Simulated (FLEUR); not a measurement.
Runs of FLEUR MaX-R8.1 (later development tree) on Bi. It takes space group R-3m (No. 166, trigonal). The conventional cell has a = 4.535 Å, b = 4.535 Å, c = 11.814 Å, α = 90.00°, β = 90.00°, γ = 120.00°. Bi (site symmetry 3m) has 6 Bi at 3.06 to 3.52 Å as nearest neighbours. 

| task | level | cell | muffin-tin radii | max iterations | mixing factor | mixer | mixer history | gap on the mesh (eV) | V0 of scaled cells (Å³/atom) | B0 (GPa) | largest force (eV/Å) |
| --- | --- | --- | --- | --- | --- | --- | --- | --- | --- | --- | --- |
| equation of state | r2SCAN | as given | Bi 2.6 bohr | - | - | - | - | - | 35.97 | 47 | - |
| single point | PBEsol | atoms moved at random, drawn with an rms of 0.05 Å | Bi 2.6 bohr | 60 | 0.05 | Anderson | 15 | 0.23 | - | - | 0.44 |
| single point | PBEsol | as given | Bi 2.6 bohr | 60 | 0.05 | Anderson | 15 | (a) | - | - | (b) |
| equation of state | PBEsol | as given | Bi 2.6 bohr | - | - | - | - | - | 34.86 | 50 | - |

Alike in all rows: potentials or basis all-electron, FLAPW; no spin polarisation; k mesh 7 × 7 × 7; smearing fermi-dirac 0.05 eV; kmax 4.1 1/bohr.

Q: Estimate the missing entries.

A: (a) 0.26; (b) 0.14.

Caveats: the cell was scaled at fixed shape and fractional positions, which overstates the stiffness of a crystal with free parameters, most of all of layers and chains (some runs); spin-orbit coupling is left out, which moves the levels of the heavy elements (some runs); spin-orbit coupling is left out, which as a rule narrows the gap of such compounds by several tenths of an eV (some runs); an odd mesh through Γ misses points on the zone boundary, where band edges often lie (some runs); the meta-GGA is that of a development version, with a GGA for the radial functions and cores and without core tails (some runs).

A k mesh can miss the band edges, and the runs leave out spin-orbit coupling on Bi.
